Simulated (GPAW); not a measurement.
CuO:

```
CELL_PARAMETERS angstrom
3.17953 0.00000 0.00000
-1.58977 2.75356 0.00000
0.00000 0.00000 4.43149
ATOMIC_POSITIONS crystal
Cu 0.00000 0.00000 0.00000
Cu 0.00000 0.00000 0.50000
O 0.33333 0.66667 0.25000
O 0.66667 0.33333 0.75000
```

Measurements of this composition are mostly on another form, of space group No. 15.

Base run:

- Program: GPAW 26.7.0
- Functional: PBEsol
- Potentials or basis: PAW data sets generated in the run's folder for this functional
- Cutoff: 800 eV
- Basis: pw
- k mesh: 7 × 7 × 5
- Occupations: fermi-dirac, width 0.05 eV
- Spin: no spin polarisation

Its results: pressure -0.9 GPa.

**Question.** The run is repeated on the same cell with these changes: hubbard terms from none to Cu d U = 6 eV. What comes out?

**Answer.** Pressure -3.6 GPa.

Caveats: with this Cu data set, volumes or pressures lay over 1.5 % or 2 GPa off other programs in two to four cells of ten; the run has no spin polarisation, though such a crystal can be magnetic; U without spin polarisation on a metal has little footing (some runs).
